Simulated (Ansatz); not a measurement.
## Formation energy and levels of the substitutional impurity Na_Li in LiMgBN2 (I-4m2)

Wanted: the transition levels of a substitutional impurity in LiMgBN2 (I-4m2), from a cell of 40 host atoms with 1 Li taken out and 1 Na put in.

Main program and level: Ansatz 0.2.0; place-levels on PBE runs: charge-transition levels and formation energies with image-charge correction and potential alignment at the atomic sites.

## Step 1: Set-up

The cell holds 40 atoms: 7 Li, 8 Mg, 8 B, 16 N and 1 Na. Its edges and angles: a = 7.617 Å, b = 7.617 Å, c = 8.892 Å, α = 90.0°, β = 90.0°, γ = 90.0°. It derives from LiMgBN2 (space group I-4m2). Nearest the centre at fractional (0.500, 0.750, 0.750): Na31 at 0.00 Å, N27 at 2.10 Å, N37 at 2.10 Å, N20 at 2.10 Å, N40 at 2.10 Å, Mg14 at 2.69 Å, Mg24 at 2.69 Å, Mg4 at 2.69 Å.

Structure file:

```xyz
40
Lattice="7.6167 0.0000 0.0000 0.0000 7.6167 0.0000 0.0000 0.0000 8.8916" Properties=species:S:1:pos:R:3 pbc="T T T"
Li    0.0000    1.9042    6.6687
Li    1.9042    0.0000    2.2229
Mg    0.0000    1.9042    2.2229
Mg    1.9042    0.0000    6.6687
B     0.0000    0.0000    4.4458
B     1.9042    1.9042    0.0000
N     0.0000    0.0000    5.7905
N     1.9042    1.9042    1.3447
N     0.0000    0.0000    3.1011
N     1.9042    1.9042    7.5469
Li    0.0000    5.7126    6.6687
Li    1.9042    3.8084    2.2229
Mg    0.0000    5.7126    2.2229
Mg    1.9042    3.8084    6.6687
B     0.0000    3.8084    4.4458
B     1.9042    5.7126    0.0000
N     0.0000    3.8084    5.7905
N     1.9042    5.7126    1.3447
N     0.0000    3.8084    3.1011
N     1.9042    5.7126    7.5469
Li    3.8084    1.9042    6.6687
Li    5.7126    0.0000    2.2229
Mg    3.8084    1.9042    2.2229
Mg    5.7126    0.0000    6.6687
B     3.8084    0.0000    4.4458
B     5.7126    1.9042    0.0000
N     3.8084    0.0000    5.7905
N     5.7126    1.9042    1.3447
N     3.8084    0.0000    3.1011
N     5.7126    1.9042    7.5469
Na    3.8084    5.7126    6.6687
Li    5.7126    3.8084    2.2229
Mg    3.8084    5.7126    2.2229
Mg    5.7126    3.8084    6.6687
B     3.8084    3.8084    4.4458
B     5.7126    5.7126    0.0000
N     3.8084    3.8084    5.7905
N     5.7126    5.7126    1.3447
N     3.8084    3.8084    3.1011
N     5.7126    5.7126    7.5469
```

Known beforehand: the electronic dielectric constant, (2.83, 2.83, 3.75), and the static one, (5.33, 5.33, 6.36), computed on the host (DFPT, PBE).

The cell's shortest repeat is 7.6 Å.

## Step 2: Charge states

Levels follow from differences of total energies between charge states, each relaxed by itself.

Random displacements of about 0.03 Å break the site symmetry at the start, so that the relaxation can reach a distorted minimum if there is one. Forces are taken at the zone centre alone. The cell holds 1 electron more than the neutral one, with a uniform background that keeps it neutral on the whole. The electron count is odd, so at least one spin is unpaired; this run locks the moment at 1 μB.

One state's input; the others differ in charge, spin, start and seed, and in occupations where the table says so.

The input, qm1_M1.relax/input.yaml:

```yaml
crystal:
  lattice:
    - [3.80837294, 0.0, 0.0]
    - [0.0, 3.80837294, 0.0]
    - [0.0, 0.0, 8.89161439]
  atoms:
    - { symbol: Li, position: [0.0, 0.5, 0.75] }
    - { symbol: Li, position: [0.5, 0.0, 0.25] }
    - { symbol: Mg, position: [0.0, 0.5, 0.25] }
    - { symbol: Mg, position: [0.5, 0.0, 0.75] }
    - { symbol: B, position: [0.0, 0.0, 0.5] }
    - { symbol: B, position: [0.5, 0.5, 0.0] }
    - { symbol: "N", position: [0.0, 0.0, 0.65123001] }
    - { symbol: "N", position: [0.5, 0.5, 0.15123001] }
    - { symbol: "N", position: [0.0, 0.0, 0.34876999] }
    - { symbol: "N", position: [0.5, 0.5, 0.84876999] }
  supercell: [2, 2, 1]
  defects: [{ substitution: { at: 30, symbol: Na } }]
total_charge: -1
basis:
  ecutwfc: 420
  xc_grid: 2
hamiltonian:
  xc: pbe
kpoints:
  mp_grid: { grid: [1, 1, 1] }
magnetization:
  spin_polarized: true
  initial_magnetization: 1
  spin_locking: { lock_magnetization: hard }
scf:
  occupations: { method: fixed }
  max_iter: 60
output:
  forces: true
  charged_corrections: { epsilon: [2.83, 2.83, 3.75], static_epsilon: [5.33, 5.33, 6.36] }
relax:
  f_tol: 0.03
  max_steps: 80
  random_displacement: { amplitude: 0.03, seed: 7616 }
checkpoint:
  write: "../qm1_M1.relax.run"
  compress: false
  write_wavefunctions: true
  write_every: 100000
```

Run with:

```
ansatz run input.yaml --threads 2 --pin off --max-ram 3768MiB --backend cpu --events-out ev --progress --plain --runs-dir out
```

Defect states can disperse in a cell of this size, so the energy is taken again at a 2×2×2 shifted mesh, on the relaxed structure.

The run of this state that the levels use, under PBE:

The input, qm1_M1.point/input.yaml:

```yaml
crystal:
  checkpoint: "../qm1_M1.relax.run"
  host: checkpoint
total_charge: -1
basis:
  ecutwfc: 420
  xc_grid: 2
hamiltonian:
  xc: pbe
kpoints:
  mp_grid: { grid: [2, 2, 2], shift: [0.5, 0.5, 0.5] }
magnetization:
  spin_polarized: true
  initial_magnetization: 1
  spin_locking: { lock_magnetization: hard }
scf:
  occupations: { method: fermi_dirac, width: 0.01 }
  max_iter: 60
output:
  forces: true
  eigenvalues: true
  charged_corrections:
    epsilon: [2.83, 2.83, 3.75]
    static_epsilon: [5.33, 5.33, 6.36]
    defect_position: [0.5, 0.75, 0.75]
  eigenstates: { localisation: true }
  populations: true
  efg: {}
  band_densities: [{ bands: [v1, v1] }, { bands: [c1, c1] }]
  write_density: true
  write_potential: true
  volumetric_format: npy
  elf: true
checkpoint:
  read: "../qm1_M1.relax.run"
  write: "../qm1_M1.point.run"
  compress: false
  write_wavefunctions: false
  write_every: 100000
```

Relaxations under PBE at the zone centre alone; times on 2 threads of Arm Neoverse V2, shared host:

| charge | moment (μB) | occupations | outcome | steps | largest displacement against the far atoms (Å) | time |
| --- | --- | --- | --- | --- | --- | --- |
| −1 | 1 | fixed | converged | 4 | 0.16 | 24 s |
| 0 | 0 | fixed | converged | 4 | 0.15 | 12 s |
| +1 | 1 | fixed | converged | 8 | 0.16 | 59 s |

Single points under PBE at a 2×2×2 shifted mesh; times on 2 threads of Arm Neoverse V2, shared host:

| charge | moment (μB) | occupations | outcome | time |
| --- | --- | --- | --- | --- |
| −1 | 1 | fermi-dirac | converged | 90 s |
| 0 | 0 | fermi-dirac | converged | 39 s |
| +1 | 1 | fermi-dirac | converged | 79 s |

Distances (Å) from Na31 to the nearest atoms after relaxation with PBE:

| charge | moment (μB) | 1. | 2. | 3. | 4. | 5. | 6. |
| --- | --- | --- | --- | --- | --- | --- | --- |
| −1 | 1 | N 2.24 | N 2.24 | N 2.24 | N 2.24 | Mg 2.74 | Mg 2.74 |
| 0 | 0 | N 2.24 | N 2.24 | N 2.24 | N 2.24 | Mg 2.74 | Mg 2.74 |
| +1 | 1 | N 2.23 | N 2.24 | N 2.25 | N 2.25 | Mg 2.75 | Mg 2.75 |

## Step 3: Levels against the band edges, PBE

A charged cell interacts with its images and the background, and its potential has another zero than the host's. place-levels removes the first by a point-charge model, screened by the static dielectric constant since the ions have relaxed around the charge, and the second by comparing potentials at atoms far from the defect.

The host is a run of the defect-free crystal in the same cutoffs, grids and k-points, so that basis and sampling errors cancel in part in the differences. The host is run in a cell of 10 atoms on a matching mesh. Its band edges are searched through the zone by a band path, so the gap is smaller than, or equal to, that on the mesh. Chemical potentials are energies per atom of Li (bcc) and Na (bcc), run with the same functional and cutoff.

The input, levels.point.yaml:

```yaml
host:
  run: host.point.run
states: [qm1_M1.point.run, q0.point.run, qp1_M1.point.run]
geometry_from:
  qm1_M1.point.run: qm1_M1.relax.run
  q0.point.run: q0.relax.run
  qp1_M1.point.run: qp1_M1.relax.run
  host.point.run: host.relax.run
chemical_potentials:
  Li:
    energy: -204.685469
    dataset: "<sha256 of the dataset>"
  Na:
    energy: -1486.415062
    dataset: "<sha256 of the dataset>"
```

Run with:

```
ansatz place-levels levels.point.yaml -- --threads 2 --pin off --max-ram 3768MiB
```

Numbers of over 12 decimals in the logs are rounded to 6 here.

Log:

```text
[... repeated set-up lines and file paths are left out, and long positions are rounded to six places ...]
(+1/0) 0.000 eV above the valence edge (-0.523 eV without the band-filling correction), 2.622 eV under the conduction edge
(0/-1) 2.773 eV above the valence edge (+3.561 eV without the band-filling correction), in the conduction band
formation energy of charge +1: +1.388 eV with the Fermi level at the valence edge
formation energy of charge 0: +1.388 eV with the Fermi level at the valence edge
formation energy of charge -1: +4.162 eV with the Fermi level at the valence edge
  edges by pbe, gap 2.622 eV; the host is sampled to repeats of 21.54 Å
  the defect's cells are sampled to repeats of 21.54 Å, like sampling
  charge +1: -25739.4615 eV with its correction of +0.434 eV, at epsilon [5.33, 5.33, 6.36], aligned at sites: -0.0158 eV, mean over 27 atomic sites at or beyond 3.81 Å from the defect at [0.5000, 0.7500, 0.7500], with +0.000000 for the charge's moments and [...]
  charge 0: +0.000 eV for its dipole among its images, +0.000 omitted
  charge -1: -25730.1042 eV with its correction of +0.174 eV, at epsilon [5.33, 5.33, 6.36], aligned at sites: +0.2759 eV, mean over 27 atomic sites at or beyond 3.81 Å from the defect at [0.5000, 0.7500, 0.7500], with +0.000000 for the charge's moments and [...]
  of states[2] (qp1_M1.point.run): how wide its charge is, is not read beside other atoms or cores, and a band state would take no correction. [...]
  of states[1] (q0.point.run): its alignment with the host at atomic sites is doubtful: the mean over the far sites moves by +0.1219 eV from their farther parts to their nearer, more than 0.05 eV. [...]
  of states[0] (qm1_M1.point.run): how wide its charge is, is not read beside other atoms or cores, and a band state would take no correction. [...]
```

Elapsed: 0.15 s, on 2 threads of Arm Neoverse V2, shared host.

Levels between the charges placed, in eV above the valence top:

|  | gap (eV) | (+1/0) | (0/−1) |
| --- | --- | --- | --- |
| PBE | 2.62 | 0.00 | 2.77 |

Corrections by state:

| charge | moment (μB) | image terms and alignment (eV) | band filling (eV) | ε used | over the lowest of its charge, as the program ranks them, band filling apart (eV) |
| --- | --- | --- | --- | --- | --- |
| +1 | 1.0 | 0.434 | -0.523 | principal values (5.33, 5.33, 6.36) | 0.000 |
| 0 | 0.0 | 0.000 | - | - | 0.000 |
| −1 | 1.0 | 0.174 | -0.788 | principal values (5.33, 5.33, 6.36) | 0.000 |

From the program's caveats on the states, each cut to its opening words:

- charge +1 (1 μB), −1 (1 μB): how wide its charge is, is not read beside other atoms or cores, and a band state would take no correction
- charge +1 (1 μB): a band-filling correction moves a carrier to the host's band edge, which changes its energy by -0.523 eV
- charge +1 (1 μB): its alignment with the host at atomic sites is doubtful: the mean over the far sites moves by +0.1526 eV from their farther parts to their nearer, more than [...]
- charge +1 (1 μB): its displacements don't fall off away from the defect: farther atoms stand 0.04 Å off the host's places
- charge 0: its alignment with the host at atomic sites is doubtful: the mean over the far sites moves by +0.1219 eV from their farther parts to their nearer, more than [...]
- charge 0: its displacements don't fall off away from the defect: farther atoms stand 0.035 Å off the host's places
- charge −1 (1 μB): a band-filling correction moves a carrier to the host's band edge, which changes its energy by -0.788 eV
- charge −1 (1 μB): its displacements don't fall off away from the defect: farther atoms stand 0.038 Å off the host's places

Formation energies (eV), elemental references (Δμ(Li) = 0.00 eV, Δμ(Na) = 0.00 eV):

| charge | Fermi level at the valence top | at the conduction bottom |
| --- | --- | --- |
| +1 | 1.39 | 4.01 |
| 0 | 1.39 | 1.39 |
| −1 | 4.16 | 1.54 |

## Step 4: The same at the relaxations' own k-points

The relaxations' own energies give the levels at their sampling, for comparison.

The input, levels.relax_mesh.yaml:

```yaml
host:
  run: host.relax.run
states: [qm1_M1.relax.run, q0.relax.run, qp1_M1.relax.run]
chemical_potentials:
  Li:
    energy: -204.685469
    dataset: "<sha256 of the dataset>"
  Na:
    energy: -1486.415062
    dataset: "<sha256 of the dataset>"
```

Run with:

```
ansatz place-levels levels.relax_mesh.yaml -- --threads 2 --pin off --max-ram 3768MiB
```

Log:

```text
(+1/0) 0.002 eV beneath the valence edge (-0.256 eV without the band-filling correction), in the valence band
(0/-1) 2.718 eV above the valence edge, in the conduction band
formation energy of charge +1: +1.422 eV with the Fermi level at the valence edge
formation energy of charge 0: +1.419 eV with the Fermi level at the valence edge
formation energy of charge -1: +4.138 eV with the Fermi level at the valence edge
  edges by pbe, gap 2.584 eV; the host is sampled to repeats of 7.62 Å
[... the lines on each state left out ...]
```

Run time: 0.08 s. Hardware: 2 threads.

Levels between neighbouring charges, in eV above the valence top:

|  | gap (eV) | (+1/0) | (0/−1) |
| --- | --- | --- | --- |
| the zone centre alone | 2.58 | 0.00 | 2.72 |
| a 2×2×2 shifted mesh | 2.62 | 0.00 | 2.77 |

Going from the zone centre alone to a 2×2×2 shifted mesh moves formation energies against the elements by up to 0.03 eV; band-filling terms, which differ between samplings, are in these energies.

## Step 5: What came out

```json
{
  "gap of the host": "2.62 eV (PBE)",
  "level (plus 1/0)": "0.00 eV above the valence top (-0.52 eV above the valence top without the band-filling term)",
  "level (0/minus 1)": "2.77 eV above the valence top, past the conduction bottom (3.56 eV above the valence top without the band-filling term)",
  "lowest of the charges placed, just above the valence top (0.02 eV)": "0",
  "lowest of the charges placed, just below the conduction bottom (0.02 eV)": "0",
  "lowest formation energy at mid-gap of the charges run, elemental references": "1.39 eV"
}
```

What this shows: Of the charges placed (−1, 0 and +1), 0 is the lowest from 0.02 eV above the valence top to 0.02 eV below the conduction bottom, a gap of 2.62 eV. States placed: +1 at 1 μB; 0 at 0 μB; −1 at 1 μB. Other spin states or structures, where not listed, weren't placed. The program finds carriers beyond a band edge of the host and adds a band-filling term at charge −1 (-0.79 eV) and +1 (-0.52 eV); steps to such a charge show no bound level, and a defect level inside a band would be read the same way. Na is taken at its element; compounds, which aren't counted here, bound the chemical potentials and would shift these formation energies. Going from the zone centre alone to a 2×2×2 shifted mesh moves formation energies against the elements by up to 0.03 eV; band-filling terms, which differ between samplings, are in these energies. The program doubts the alignment of potentials for at least one state, a sign that the cell is small. Limits: the images are only 7.6 Å apart; PBE makes the gap too small and tends to spread out bound carriers; where a gas molecule sets a chemical potential or the host's formation energy, its binding is uncorrected; force components of up to 0.16 eV/Å remain in a run at the final settings.

[Logs are printed without paths, hosts, clocks, repeated set-up lines and the standing remarks that a program may print on its own settings, such as how far it seeks lower states.]

[Hosts, paths, dates, database ids (printed as entryN), source tags and the programs' standing remarks are cut or masked in the printed files.]

[Where a table of states has a column of steps, it counts the stored structures, which are thinned; the runs took as many ionic steps or more.]

[A defect's name tells the site on which it was built; relaxed atoms can leave that site.]

[For some hosts the program warned that the k-mesh of the response run may be too coarse for force constants and the static dielectric constant; such warnings are not shown here.]
